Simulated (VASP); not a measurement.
A run of VASP 6.6.1:

Contents of POSCAR:

```
Hg
1.0
   -1.8767364354      1.8767364354      1.9168448550
    1.8767364354     -1.8767364354      1.9168448550
    1.8767364354      1.8767364354     -1.9168448550
Hg
1
Direct
    0.5000000000      0.5000000000      0.0000000000
```

The input INCAR.step1:

```
PREC     = Accurate       # precision mode
ENCUT    = 520            # plane-wave cutoff, eV
ISMEAR   = 0              # smearing method
SIGMA    = 0.1            # smearing width, eV
LREAL    = False          # projectors in reciprocal space
LASPH    = True           # aspherical terms in the spheres
NELM     = 100            # most SCF steps
NBANDS   = 12             # bands
GGA      = PE             # functional
ALGO     = Normal         # electronic algorithm
EDIFF    = 1E-4           # SCF threshold, eV
LWAVE    = True           # write WAVECAR
LCHARG   = False          # write CHGCAR
```

File INCAR.step2:

```
PREC     = Accurate       # precision mode
ENCUT    = 520            # plane-wave cutoff, eV
EDIFF    = 1E-6           # SCF threshold, eV
ISMEAR   = 0              # smearing method
SIGMA    = 0.1            # smearing width, eV
LREAL    = False          # projectors in reciprocal space
LASPH    = True           # aspherical terms in the spheres
NELM     = 100            # most SCF steps
ALGO     = Normal         # electronic algorithm
ISIF     = 2              # what is computed and relaxed
LWAVE    = False          # write WAVECAR
LCHARG   = False          # write CHGCAR
METAGGA  = R2SCAN         # meta-GGA
LMIXTAU  = True         
NBANDS   = 12             # bands
ISTART   = 1
```

The input KPOINTS:

```
regular mesh
0
Gamma
  6 6 6
```

Potentials or basis: VASP PAW PBE potentials, release 64 (Hg).

Command:

```sh
$ cat potpaw_PBE.64/Hg/POTCAR > POTCAR
$ cp INCAR.step1 INCAR
$ mpirun -np 1 vasp_std > vasp.out
$ cp INCAR.step2 INCAR
$ mpirun -np 1 vasp_std > vasp.out
```

Hardware: 1 thread of Intel(R) Xeon(R) Platinum 8488C (Sapphire Rapids), with other jobs on the host.

**Question.** Estimate the wall time of this run.

**Answer.** Run time: 20 s on 1 thread of Intel(R) Xeon(R) Platinum 8488C (Sapphire Rapids), on a shared host, peak memory 0.14 GiB. Counts: scf iterations 10, k points 30.
